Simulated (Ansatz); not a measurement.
# MoS2: the cost of one run

Computed with Ansatz 0.2.0 (DFT PBE+D3(BJ), scalar-relativistic, plane waves, PAW, unless a step's input says otherwise).

3 further runs of the same task are left out: 3 that didn't finish.

### 1 Starting point

The structure is hexagonal, space group P-6m2 (No. 187). Conventional cell: a = 3.150 Å, b = 3.150 Å, c = 6.648 Å, α = 90.00°, β = 90.00°, γ = 120.00°. Mo (site symmetry -6m2) is surrounded by 6 S at 2.40 Å. Around S (site symmetry 3m) lie 3 Mo at 2.40 Å.

Coordinates:

```cif
data_structure
_symmetry_space_group_name_H-M 'P-6m2'
_symmetry_Int_Tables_number 187
_cell_length_a 3.1497
_cell_length_b 3.1497
_cell_length_c 6.6475
_cell_angle_alpha 90.000
_cell_angle_beta 90.000
_cell_angle_gamma 120.000
_cell_volume 57.11
loop_
_atom_site_label
_atom_site_type_symbol
_atom_site_symmetry_multiplicity
_atom_site_Wyckoff_symbol
_atom_site_fract_x
_atom_site_fract_y
_atom_site_fract_z
_atom_site_occupancy
Mo1 Mo 1 a 0.00000 0.00000 0.00000 1
S1 S 2 h 0.33333 0.66667 0.23567 1
```

It goes back to an entry of the Materials Project, which need not be the stable form.

This cell was relaxed beforehand with the same method: volume 19.04 Å³/atom, gap on the mesh 1.21 eV.

### 2 The reference cell

The reference gives a free energy of -6763.9534 eV, pressure -0.01 GPa, largest force 0.001 eV/Å and gap on the mesh 1.21 eV. It was computed beforehand with the settings of the runs below.

### 3 Setting up shifting one sublattice

Every S atom is moved by x along the Cartesian unit vector (0.000, 0.000, 1.000); the cell and all other atoms stay fixed. Forces below are components along that vector, summed over the moved atoms.

### 4 x = -0.100 Å

Contents of input.yaml:

```yaml
crystal:
  lattice:
    - [3.149723997, 0.0, 0.0]
    - [-1.5748619985, 2.7277409963, 0.0]
    - [0.0, 0.0, 6.6475426602]
  atoms:
    - { symbol: Mo, position: [0.0, 0.0, 0.0] }
    - { symbol: S, position: [0.3333333333, 0.6666666667, 0.2206260846] }
    - { symbol: S, position: [0.3333333333, 0.6666666667, 0.7492876098] }
basis:
  ecutwfc: 420
kpoints:
  mp_grid: { grid: [12, 12, 4] }
hamiltonian:
  xc: pbe
  dispersion: d3bj
scf:
  occupations: { method: gaussian, width: 0.05 }
output:
  forces: true
  stress: true
  eigenvalues: true
  write_density: true
  write_potential: true
  elf: true
  volumetric_format: npy
```

Launch:

```sh
ansatz run input.yaml --threads 1 --pin off --max-ram 2560MiB --backend cpu --events-out ev --progress --plain --runs-dir out
```

What time and memory should one allow on 1 thread of AMD EPYC 9R45 (Zen 5), shared host?

About 2.3 s, with a peak of 0.43 GiB.
